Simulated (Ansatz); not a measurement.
Al2Ru: opening a crack plane

Al2Ru, I4/mmm, a = 3.121 Å, c = 8.423 Å. The structure is a Materials Project entry; whether it is the stable form wasn't checked. Ansatz: PBEsol, PAW, 420 eV, Γ-centred 15×15×3 mesh on 12 atoms, Gaussian smearing 0.15 eV; no spin polarisation. One cut on (001) per cell of 12 atoms is opened rigidly by x, between planes of Al and Al that stand 1.53 Å apart; y is the energy per area (9.743 Å², 1 eV/Å² = 16.02 J/m²).

| x (Å) | y (J/m²) |
| --- | --- |
| 0.00 | 0.000 |
| 0.25 | 0.198 |
| 0.50 | 0.636 |
| 0.75 | 1.152 |
| 1.00 | ? |
| 1.50 | 2.437 |
| 2.00 | 2.938 |
| 3.00 | 3.394 |
| 4.50 | 3.552 |
| 6.00 | 3.562 |

**Question.** Fit the universal binding curve y = W[1 − (1 + x/l) e^(−x/l)] to the other rows, give the peak stress, and predict the missing value.

**Answer.** Least squares gives W = 3.58 J/m² and l = 0.642 Å. The stress dy/dx peaks at x = l with W/(e l) = 20.5 GPa, for rigid faces. At x = 1.00: x/l = 1.558, y = 1.651 J/m². The run gave 1.650 J/m², so the fit is 0.001 J/m² too high, within the rms miss on the fitted rows (0.013 J/m²).

Cost: 12 runs of about 6 core-minutes in all, on Intel Xeon Platinum 8488C (Sapphire Rapids) (shared hosts).

The energy climbs steeply once the planes start to part and is nearly flat by 4.50 Å, so cohesion across this cut is short-ranged. This follows from the roughly exponential decay of electron density and orbital overlap across the gap. The contacts lost are probably not only Al–Al sp bonds but also Al–Ru interactions with the layer just beneath, where Al sp states mix with Ru d states. Both new faces are Al-terminated, and the plateau measures the cost of creating the pair.

The universal form describes the curve well but not perfectly: it lies above the computed energies at 0.25 to 0.75 Å and below them at 1.50 and 2.00 Å. The very close match at 1.00 Å therefore partly reflects a crossing of the two curves, and the fit is less reliable for the initial stiffness than for the predicted point. Without a matching cut between Al and Ru planes, the results don't show that this is the preferred (001) cleavage plane.
